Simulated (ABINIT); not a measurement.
# CdTe (F-43m) in ABINIT: further runs

One crystal, CdTe, is run at these levels: PBEsol, PBE; tasks: single point.

Program: ABINIT 10.8.3 (patched build). These are calculated values, not measurements. Logs are shortened: lines on timing, memory, paths and dates and some standing lists are left out, and cuts for length are marked. The log counts tension as positive stress, the text compression.

**The experiment to reproduce.**

A printed reference work, data compilation reports, for a bulk crystal of CdTe at 0 K: band gap 1.607 eV.

The results are compared with them further down.

## 1. Starting point

Symmetry: F-43m, No. 216, cubic system. Conventional cell: a = 6.410 Å, b = 6.410 Å, c = 6.410 Å, α = 90.00°, β = 90.00°, γ = 90.00°. Around Te (site symmetry -43m) lie 4 Cd at 2.78 Å. Cd (site symmetry -43m) is surrounded by 4 Te at 2.78 Å.

## 2. Single point, PBEsol

run.abi reads:

```
# Pseudopotentials
pp_dirpath "./"
pseudos "Te.upf, Cd.upf"

# Structure
acell 4.5325544674 4.5325544674 4.5325544674 Angstrom
rprim
     0.0000000000     0.7071067812     0.7071067812
     0.7071067812     0.0000000000     0.7071067812
     0.7071067812     0.7071067812     0.0000000000
ntypat 2
znucl 52 48
natom 2
typat 1 2
xcart
     4.8075000000     4.8075000000     4.8075000000
     0.0000000000     0.0000000000     0.0000000000 Angstrom

# Plane-wave basis
ecut 47.0

# k points
kptopt 1
ngkpt 5 5 5
nshiftk 1
shiftk 0.0 0.0 0.0

# Exchange and correlation
ixc -116133

# Bands and occupations
nband 22
occopt 3
tsmear 0.05 eV

# SCF cycle
nstep 100
tolvrs 1.0e-10

# Output
iomode 3
prtwf 0
prtden 0
prteig 0
prtebands 0
enunit 2
prtvol 2
```

Potentials or basis: PseudoDojo NC SR PBEsol v0.4.1 standard.

Launch:

```bash
abinit run.abi > log 2>&1
```

run.abo:

```text
.Version 10.8.3 of ABINIT
 Symmetries : space group F-4 3 m (#216); Bravais cF (face-center cubic)
================================================================================
 Values of the parameters that define the memory need of the present run
     intxc =       0    ionmov =       0      iscf =       7    lmnmax =       6
     lnmax =       6     mgfft =      54  mpssoang =       3    mqgrid =    3001
     natom =       2  nloc_mem =       1    nspden =       1   nspinor =       1
    nsppol =       1      nsym =      24    n1xccc =    2501    ntypat =       2
    occopt =       3   xclevel =       2
       mpw =        6854          nfft =      157464          nkpt =          10
================================================================================
================================================================================

--------------------------------------------------------------------------------
------------- Echo of variables that govern the present computation ------------
--------------------------------------------------------------------------------
 -outvars: echo values of preprocessed input variables --------
            acell      8.5652865941E+00  8.5652865941E+00  8.5652865941E+00 Bohr
              amu      1.27600000E+02  1.12411000E+02
             ecut      4.70000000E+01 Hartree
           enunit           2
              ixc     -116133
         kptrlatt        5    0    0      0    5    0      0    0    5
          kptrlen      4.28264330E+01
            natom           2
            nband          22
            ngfft          54      54      54
             nkpt          10
            nstep         100
             nsym          24
           ntypat           2
           occopt           3
           prtden           0
        prtebands           0
           prteig           0
           prtvol           2
            prtwf           0
            rprim      0.0000000000E+00  7.0710678120E-01  7.0710678120E-01
                       7.0710678120E-01  0.0000000000E+00  7.0710678120E-01
                       7.0710678120E-01  7.0710678120E-01  0.0000000000E+00
          spgroup         216
           tolvrs      1.00000000E-10
           tsmear      1.83746611E-03 Hartree
            typat      1  2
           xangst      4.8075000000E+00  4.8075000000E+00  4.8075000000E+00
                      -8.5341422819E-11 -8.5341422819E-11 -8.5341422819E-11
            xcart      9.0848583503E+00  9.0848583503E+00  9.0848583503E+00
                      -1.6127191632E-10 -1.6127191632E-10 -1.6127191632E-10
             xred      7.4999999999E-01  7.4999999999E-01  7.4999999999E-01
                      -1.3313794511E-11 -1.3313794511E-11 -1.3313794511E-11
            znucl       52.00000   48.00000

================================================================================

 chkinp: Checking input parameters for consistency.

================================================================================
== DATASET  1 ==================================================================

--- !DatasetInfo
iteration_state: {dtset: 1, }
dimensions: {natom: 2, nkpt: 10, mband: 22, nsppol: 1, nspinor: 1, nspden: 1, mpw: 6854, }
cutoff_energies: {ecut:  47.0, pawecutdg:  -1.0, }
electrons: {nelect:   3.60000000E+01, charge:   0.00000000E+00, occopt:   3.00000000E+00, tsmear:   1.83746611E-03, }
meta: {optdriver: 0, ionmov: 0, optcell: 0, iscf: 7, paral_kgb: 0, }
...

 Real(R)+Recip(G) space primitive vectors, cartesian coordinates (Bohr,Bohr^-1):
 R(1)=  0.0000000  6.0565722  6.0565722  G(1)= -0.0825549  0.0825549  0.0825549
[... 144 lines left out ...]
 frms,max,avg= 3.4869675E-25 5.4630281E-25   0.000E+00  0.000E+00  0.000E+00 h/b

 cartesian forces (eV/Angstrom) at end:
    1      0.00000000000000     0.00000000000000    -0.00000000000000
    2     -0.00000000000000    -0.00000000000000     0.00000000000000
 frms,max,avg= 1.7930708E-23 2.8092020E-23   0.000E+00  0.000E+00  0.000E+00 e/A
 length scales=  8.565286594146  8.565286594146  8.565286594146 bohr
              =  4.532554467400  4.532554467400  4.532554467400 angstroms
 Fermi (or HOMO) energy (hartree) =   0.17341   Average Vxc (hartree)=  -0.34468
 Eigenvalues (hartree) for nkpt=  10  k points:
 kpt#   1, nband= 22, wtk=  0.00800, kpt=  0.0000  0.0000  0.0000 (reduced coord)
  -3.59442   -2.16448   -2.16448   -2.16448   -1.16791   -1.16791   -1.16791   -1.16757
  -1.16757   -0.26077   -0.14915   -0.14915   -0.14915   -0.13851   -0.13851    0.15858
   0.15858    0.15858    0.18621    0.32554    0.32554    0.32554
      occupation numbers for kpt#   1
   2.00000    2.00000    2.00000    2.00000    2.00000    2.00000    2.00000    2.00000
   2.00000    2.00000    2.00000    2.00000    2.00000    2.00000    2.00000    1.99938
   1.99938    1.99938    0.00189    0.00000    0.00000    0.00000
[... 18 lines left out ...]
  -3.59442   -2.16448   -2.16448   -2.16448   -1.16792   -1.16790   -1.16789   -1.16757
  -1.16755   -0.24101   -0.14452   -0.14429   -0.14002   -0.13819   -0.11971    0.00162
   0.06595    0.09037    0.30344    0.31560    0.35277    0.43899
      occupation numbers for kpt#  10
   2.00000    2.00000    2.00000    2.00000    2.00000    2.00000    2.00000    2.00000
   2.00000    2.00000    2.00000    2.00000    2.00000    2.00000    2.00000    2.00000
   2.00000    2.00000    0.00000    0.00000    0.00000    0.00000
 Fermi (or HOMO) energy (eV) =   4.71881   Average Vxc (eV)=  -9.37926
 Eigenvalues (   eV  ) for nkpt=  10  k points:
 kpt#   1, nband= 22, wtk=  0.00800, kpt=  0.0000  0.0000  0.0000 (reduced coord)
 -97.80919  -58.89846  -58.89846  -58.89846  -31.78040  -31.78040  -31.78040  -31.77112
 -31.77112   -7.09600   -4.05864   -4.05864   -4.05864   -3.76908   -3.76908    4.31524
   4.31524    4.31524    5.06706    8.85841    8.85841    8.85841
 kpt#   2, nband= 22, wtk=  0.06400, kpt=  0.2000  0.0000  0.0000 (reduced coord)
 -97.80918  -58.89848  -58.89845  -58.89845  -31.78045  -31.78029  -31.78029  -31.77106
 -31.77106   -6.94437   -4.03025   -4.03025   -3.93290   -3.77037   -3.77037    2.07686
   3.98335    3.98335    6.25164    9.19849    9.31749    9.31749
 kpt#   3, nband= 22, wtk=  0.06400, kpt=  0.4000  0.0000  0.0000 (reduced coord)
 -97.80917  -58.89855  -58.89844  -58.89844  -31.78054  -31.78011  -31.78011  -31.77097
 -31.77097   -6.69853   -3.99307   -3.99307   -3.76176   -3.76176   -3.52104    0.01059
   3.54957    3.54957    6.12705    9.48215    9.48215   11.09158
 kpt#   4, nband= 22, wtk=  0.04800, kpt=  0.2000  0.2000  0.0000 (reduced coord)
 -97.80916  -58.89846  -58.89845  -58.89845  -31.78064  -31.78017  -31.78017  -31.77116
 -31.77093   -6.89458   -3.99981   -3.99981   -3.94264   -3.77563   -3.75713    2.11964
   3.45262    3.45262    7.13790    7.69042   10.22469   10.22469
 kpt#   5, nband= 22, wtk=  0.19200, kpt=  0.4000  0.2000  0.0000 (reduced coord)
[... 8 lines left out ...]
 -97.80918  -58.89851  -58.89848  -58.89845  -31.78047  -31.78018  -31.78018  -31.77104
 -31.77096   -6.76229   -3.99684   -3.98396   -3.78911   -3.78090   -3.67773    1.00113
   2.55634    3.76323    7.25419    9.26193    9.62991    9.70404
 kpt#   8, nband= 22, wtk=  0.04800, kpt=  0.4000  0.4000  0.0000 (reduced coord)
 -97.80919  -58.89855  -58.89849  -58.89849  -31.78102  -31.77979  -31.77979  -31.77124
 -31.77063   -6.57527   -3.89363   -3.89363   -3.88654   -3.73781   -3.40000    0.16639
   2.46358    2.46358    6.77637    7.13798   12.46711   12.77304
 kpt#   9, nband= 22, wtk=  0.09600, kpt= -0.4000  0.4000  0.0000 (reduced coord)
 -97.80919  -58.89855  -58.89850  -58.89849  -31.78085  -31.77990  -31.77979  -31.77117
 -31.77067   -6.52920   -3.92476   -3.89250   -3.83589   -3.74788   -3.20031   -0.12005
   1.71601    2.54206    7.00927    8.26075   11.91062   12.24939
 kpt#  10, nband= 22, wtk=  0.19200, kpt= -0.4000  0.4000  0.2000 (reduced coord)
 -97.80917  -58.89853  -58.89849  -58.89845  -31.78059  -31.78018  -31.77980  -31.77109
 -31.77076   -6.55823   -3.93251   -3.92640   -3.81018   -3.76030   -3.25742    0.04400
   1.79446    2.45918    8.25706    8.58801    9.59922   11.94550
 Total charge density [el/Bohr^3]
)     Maximum=    2.5641E+00  at reduced coord.    0.0926    0.9630    0.9815
)Next maximum=    2.5641E+00  at reduced coord.    0.9630    0.0926    0.9815
)     Minimum=    1.1800E-03  at reduced coord.    0.2593    0.2407    0.2407
)Next minimum=    1.1800E-03  at reduced coord.    0.2407    0.2593    0.2407
   Integrated=    3.6000E+01

--- !EnergyTerms
iteration_state     : {dtset: 1, }
comment             : Components of total free energy in Hartree
kinetic             :  1.18253591926176E+02
hartree             :  9.37534198120712E+01
xc                  : -4.84514371646781E+01
Ewald energy        : -1.45334209087744E+02
psp_core            :  4.86881786659934E+00
local_psp           : -2.77476126679485E+02
non_local_psp       : -2.55279199666648E+01
internal            : -2.79913863293726E+02
'-kT*entropy'       : -4.73799983810410E-07
total_energy        : -2.79913863767526E+02
total_energy_eV     : -7.61684426258305E+03
band_energy         : -3.32946701357985E+01
...

 Cartesian components of stress tensor (hartree/bohr^3)
  sigma(1 1)= -5.31243859E-05  sigma(3 2)=  0.00000000E+00
  sigma(2 2)= -5.31243859E-05  sigma(3 1)=  0.00000000E+00
  sigma(3 3)= -5.31243859E-05  sigma(2 1)=  0.00000000E+00

-Cartesian components of stress tensor (GPa)         [Pressure=  1.5630E+00 GPa]
- sigma(1 1)= -1.56297340E+00  sigma(3 2)=  0.00000000E+00
- sigma(2 2)= -1.56297340E+00  sigma(3 1)=  0.00000000E+00
- sigma(3 3)= -1.56297340E+00  sigma(2 1)=  0.00000000E+00

== END DATASET(S) ==============================================================
================================================================================

 -outvars: echo values of variables after computation  --------
            acell      8.5652865941E+00  8.5652865941E+00  8.5652865941E+00 Bohr
           etotal     -2.7991386377E+02
            fcart      1.8210093777E-25  1.8210093777E-25 -5.4630281330E-25
                      -1.8210093777E-25 -1.8210093777E-25  5.4630281330E-25
            rprim      0.0000000000E+00  7.0710678120E-01  7.0710678120E-01
                       7.0710678120E-01  0.0000000000E+00  7.0710678120E-01
                       7.0710678120E-01  7.0710678120E-01  0.0000000000E+00
           strten     -5.3124385949E-05 -5.3124385949E-05 -5.3124385949E-05
                       0.0000000000E+00  0.0000000000E+00  0.0000000000E+00
           xangst      4.8075000000E+00  4.8075000000E+00  4.8075000000E+00
                      -8.5341422819E-11 -8.5341422819E-11 -8.5341422819E-11
             xred      7.4999999999E-01  7.4999999999E-01  7.4999999999E-01
                      -1.3313794511E-11 -1.3313794511E-11 -1.3313794511E-11
 Calculation completed.
```

Wall time 65 s (1 thread of Arm Neoverse V2, shared host); peak memory 0.12 GiB.

What came out:

```yaml
Free_energy: -7616.8443 eV
Pressure: 1.6 GPa
Band_gap_on_the_k_mesh: 0.75 eV, direct
Valence_electrons_inside_the_program's_atomic_spheres: Te 11.96; Cd 17.16
```

Caveat: spin-orbit coupling is left out, which moves the levels of the heavy elements.

## 3. Single point, PBE

run.abi reads:

```
# Pseudopotentials
pp_dirpath "./"
pseudos "Te.upf, Cd.upf"

# Structure
acell 3*1.0 Angstrom
rprim
     0.0000000000     3.2050000000     3.2050000000
     3.2050000000     0.0000000000     3.2050000000
     3.2050000000     3.2050000000     0.0000000000
ntypat 2
znucl 52 48
natom 2
typat 1 2
xred
     0.7500000000     0.7500000000     0.7500000000
     0.0000000000     0.0000000000     0.0000000000

# Plane-wave basis
ecut 54.0

# k points
kptopt 1
ngkpt 5 5 5
nshiftk 1
shiftk 0.0 0.0 0.0

# Exchange and correlation
ixc 11

# Bands and occupations
nband 27
occopt 3
tsmear 0.05 eV

# SCF cycle
nstep 100
tolvrs 1.0e-10

# Output
iomode 3
prtwf 0
prtden 0
prteig 0
prtebands 0
```

Potentials or basis: PseudoDojo NC SR PBE v0.4 stringent.

Launch:

```bash
abinit run.abi > log 2>&1
```

Run time: 1.9 min. Hardware: 1 thread of Arm Neoverse V1, shared host; peak memory 0.15 GiB.

The run converged. Its results:

| Property | Result |
| --- | --- |
| Free energy | -12400.1149 eV |
| Pressure | 3.9 GPa |
| Band gap on the k mesh | 0.87 eV, direct |
| Valence electrons inside the program's atomic spheres | Te 19.96; Cd 17.17 |

Levels at points of the mesh, in eV from the valence-band top:
| k point | band 20 | band 21 | band 22 | band 23 | band 24 | band 25 |
| --- | --- | --- | --- | --- | --- | --- |
| (0.00, 0.00, 0.00) | 0.00 | 0.00 | 0.00 | 0.87 | 4.59 | 4.59 |

Caveat: spin-orbit coupling is left out, which moves the levels of the heavy elements.

## 4. Single point, PBE

run.abi reads:

```
pp_dirpath "./"
pseudos "Te.upf, Cd.upf"

acell 3*1.0 Angstrom
rprim
     0.0000000000     3.2050000000     3.2050000000
     3.2050000000     0.0000000000     3.2050000000
     3.2050000000     3.2050000000     0.0000000000
ntypat 2
znucl 52 48
natom 2
typat 1 2
xred
     0.7500000000     0.7500000000     0.7500000000
     0.0000000000     0.0000000000     0.0000000000

ecut 47.0

kptopt 1
ngkpt 5 5 5
nshiftk 1
shiftk 0.0 0.0 0.0

ixc 11

nband 22
occopt 3
tsmear 0.00183747

nstep 100
tolvrs 1.0e-10

iomode 3
prtwf 0
prteig 0
prtebands 0
enunit 1
prtvol 2
prtden 1
prtvha 1
prtvclmb 1
prtpot 1
prtelf 1
```

Potentials or basis: PseudoDojo NC SR PBE v0.4.1 standard.

Launch:

```bash
abinit run.abi > log 2>&1
```

Wall time 73 s (1 thread of Arm Neoverse V2, shared host); peak memory 0.12 GiB.

The run converged. Its results:

```yaml
Free_energy: -7625.2458 eV
Band_gap_on_the_k_mesh: 0.87 eV, direct
Valence_electrons_inside_the_program's_atomic_spheres: Te 11.96; Cd 17.17
```

Levels at points of the mesh, in eV from the valence-band top:
| k point | band 15 | band 16 | band 17 | band 18 | band 19 | band 20 | band 21 | band 22 |
| --- | --- | --- | --- | --- | --- | --- | --- | --- |
| (0.00, 0.00, 0.00) | -8.12 | 0.00 | 0.00 | 0.00 | 0.87 | 4.60 | 4.60 | 4.60 |

Caveat: the cutoff is too short for stress, so the log's stress isn't used; spin-orbit coupling is left out, which moves the levels of the heavy elements.

## 5. Single point, PBEsol

run.abi reads:

```
# Pseudopotentials
pp_dirpath "./"
pseudos "Te.upf, Cd.upf"

# Structure
acell 3*1.0
rprim
     0.0000000000     6.0565722294     6.0565722294
     6.0565722294     0.0000000000     6.0565722294
     6.0565722294     6.0565722294     0.0000000000
ntypat 2
znucl 52 48
natom 2
typat 1 2
xcart
     4.8075000000     4.8075000000     4.8075000000
     0.0000000000     0.0000000000     0.0000000000 Angstrom

# Plane-wave basis
ecut 54.0

# k points
kptopt 1
ngkpt 5 5 5
nshiftk 1
shiftk 0.0 0.0 0.0

# Exchange and correlation
ixc -116133

# Bands and occupations
nband 27
occopt 3
tsmear 0.05 eV

# SCF cycle
nstep 100
tolvrs 1.0e-10

# Output
iomode 3
prtwf 0
prteig 0
prtebands 0
prtden 1
prtvha 1
prtvclmb 1
prtpot 1
prtelf 1
```

Potentials or basis: PseudoDojo NC SR PBEsol v0.4 stringent.

Launch:

```bash
abinit run.abi > log 2>&1
```

It took 91 s on 1 thread of AMD EPYC 7R43 (Zen 3), shared host; peak memory 0.15 GiB.

It converged, with:

| Quantity | Value |
| --- | --- |
| Free energy | -12408.3235 eV |
| Pressure | 1.4 GPa |
| Band gap on the k mesh | 0.75 eV, direct |
| Valence electrons inside the program's atomic spheres | Te 19.96; Cd 17.16 |

Levels at points of the mesh, in eV from the valence-band top:
| k point | band 19 | band 20 | band 21 | band 22 | band 23 | band 24 | band 25 | band 26 |
| --- | --- | --- | --- | --- | --- | --- | --- | --- |
| (0.00, 0.00, 0.00) | -8.09 | 0.00 | 0.00 | 0.00 | 0.75 | 4.54 | 4.54 | 4.54 |

Caveat: spin-orbit coupling is left out, which moves the levels of the heavy elements.

## 6. Single point, PBE

run.abi reads:

```
# Pseudopotentials
pp_dirpath "./"
pseudos "Te.upf, Cd.upf"

# Structure
acell 3*1.0 Angstrom
rprim
     0.0000000000     3.2050000000     3.2050000000
     3.2050000000     0.0000000000     3.2050000000
     3.2050000000     3.2050000000     0.0000000000
ntypat 2
znucl 52 48
natom 2
typat 1 2
xcart
     9.0848583441     9.0848583441     9.0848583441
     0.0000000000     0.0000000000     0.0000000000

# Plane-wave basis
ecut 47.0

# k points
kptopt 1
ngkpt 5 5 5
nshiftk 1
shiftk 0.0 0.0 0.0

# Exchange and correlation
ixc 11

# Bands and occupations
nband 22
occopt 3
tsmear 0.05 eV

# SCF cycle
nstep 100
tolvrs 1.0e-10

# Output
iomode 3
prtwf 0
prtden 0
prteig 0
prtebands 0
```

Potentials or basis: PseudoDojo NC SR PBE v0.4.1 standard.

Launch:

```bash
abinit run.abi > log 2>&1
```

Run time: 68 s. Hardware: 1 thread of Arm Neoverse V2, shared host; peak memory 0.12 GiB.

Results (log left out):

```yaml
Free_energy: -7625.2458 eV
Band_gap_on_the_k_mesh: 0.87 eV, direct
Valence_electrons_inside_the_program's_atomic_spheres: Te 11.96; Cd 17.17
```

Levels at points of the mesh, in eV from the valence-band top:
| k point | band 15 | band 16 | band 17 | band 18 | band 19 | band 20 | band 21 | band 22 |
| --- | --- | --- | --- | --- | --- | --- | --- | --- |
| (0.00, 0.00, 0.00) | -8.12 | 0.00 | 0.00 | 0.00 | 0.87 | 4.60 | 4.60 | 4.60 |

Caveat: the cutoff is too short for stress, so the log's stress isn't used; spin-orbit coupling is left out, which moves the levels of the heavy elements.

## 7. The runs side by side

| level | potentials or basis | cutoff (eV) | gap on the mesh (eV) | pressure (GPa) |
| --- | --- | --- | --- | --- |
| PBEsol | PseudoDojo NC SR PBEsol v0.4.1 standard | 1279 | 0.75 | 1.6 |
| PBE | PseudoDojo NC SR PBE v0.4 stringent | 1469 | 0.87 | 3.9 |
| PBE | PseudoDojo NC SR PBE v0.4.1 standard | 1279 | 0.87 | - |
| PBEsol | PseudoDojo NC SR PBEsol v0.4 stringent | 1469 | 0.75 | 1.4 |

Alike in all rows: task single point; no spin polarisation; cell as given; k mesh 5 × 5 × 5; smearing fermi-dirac 0.05 eV.

Caveats: spin-orbit coupling is left out, which moves the levels of the heavy elements.

Total energies depend on the potentials used, so only differences within one code and one set of settings carry meaning.

## 8. Comparison with measurements

Step 2. Measured gap of CdTe: 1.607 eV (0 K; a printed reference work, data compilation). This calculation gives 0.75 eV (-0.86 eV). Spin-orbit coupling on Cd, Te is left out. The value is that of PBEsol, without temperature or zero-point motion. Semilocal functionals fall short of measured gaps as a rule.

Step 3. A measured gap of CdTe is 1.607 eV (0 K; a printed reference work, data compilation); the calculated 0.87 eV misses it by -0.74 eV. Spin-orbit coupling on Cd, Te is left out. The value is that of PBE, without temperature or zero-point motion. Semilocal functionals fall short of measured gaps as a rule.

Step 4. Against the measured gap of CdTe, 1.607 eV (0 K; a printed reference work, data compilation), the calculated 0.87 eV is off by -0.74 eV. Spin-orbit coupling on Cd, Te is left out. The value is that of PBE, without temperature or zero-point motion. Semilocal functionals fall short of measured gaps as a rule.

Step 5. A measured gap of CdTe is 1.607 eV (0 K; a printed reference work, data compilation); the calculated 0.75 eV misses it by -0.85 eV. Spin-orbit coupling on Cd, Te is left out. The value is that of PBEsol, without temperature or zero-point motion. Semilocal functionals fall short of measured gaps as a rule.

Step 6. Measured gap of CdTe: 1.607 eV (0 K; a printed reference work, data compilation). This calculation gives 0.87 eV (-0.74 eV). Spin-orbit coupling on Cd, Te is left out. The value is that of PBE, without temperature or zero-point motion. Semilocal functionals fall short of measured gaps as a rule.
